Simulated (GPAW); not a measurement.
CoO:

```
Co O
1.0
     0.00000    2.13150    2.13150
     2.13150    0.00000    2.13150
     2.13150    2.13150    0.00000
Co O
1 1
Cartesian
  0.0000 0.0000 0.0000
  2.1315 2.1315 2.1315
```

```yaml
Program: GPAW 26.7.0
Task: relaxation of cell and atoms
Functional: PBEsol
Potentials_or_basis: PAW data sets generated in the run's folder for this functional
Cutoff: 800 eV
Basis: pw
k_mesh: 9 × 9 × 9
Occupations: fermi-dirac, width 0.05 eV
Spin: collinear spin, ferromagnetic start
Starting_moments: "[2.0, 0.0] μB"
```

At the start: pressure -10.1 GPa; volume 9.68 Å³/atom.

Problem. Where does the relaxation end?

Solution. Over 3 steps the energy falls by 18.2 meV/atom and the volume is 9.09 Å³/atom (-6.1 %); space group Fm-3m (No. 225, to 0.05 Å); moment 2.76 μB per cell.

Step by step:
```csv
step,energy change (eV),largest force (eV/Å),pressure (GPa),volume (Å³)
1,0.0000,0.0000,-10.07,19.37
2,-0.0134,0.0000,-8.09,19.12
3,-0.0363,0.0000,0.28,18.19
```

Final structure:
```cif
data_structure
_symmetry_space_group_name_H-M 'P 1'
_symmetry_Int_Tables_number 1
_cell_length_a 2.9519
_cell_length_b 2.9519
_cell_length_c 2.9519
_cell_angle_alpha 60.000
_cell_angle_beta 60.000
_cell_angle_gamma 60.000
_cell_volume 18.19
loop_
_atom_site_label
_atom_site_type_symbol
_atom_site_fract_x
_atom_site_fract_y
_atom_site_fract_z
_atom_site_occupancy
Co1 Co 0.00000 0.00000 0.00000 1
O1 O 0.50000 0.50000 0.50000 1
```

Caveat: each step starts from the last one's moments, so a moment once lost doesn't come back; later steps reuse the first step's grids; a cell with one magnetic atom can't hold antiferromagnetic order, which such compounds often take.
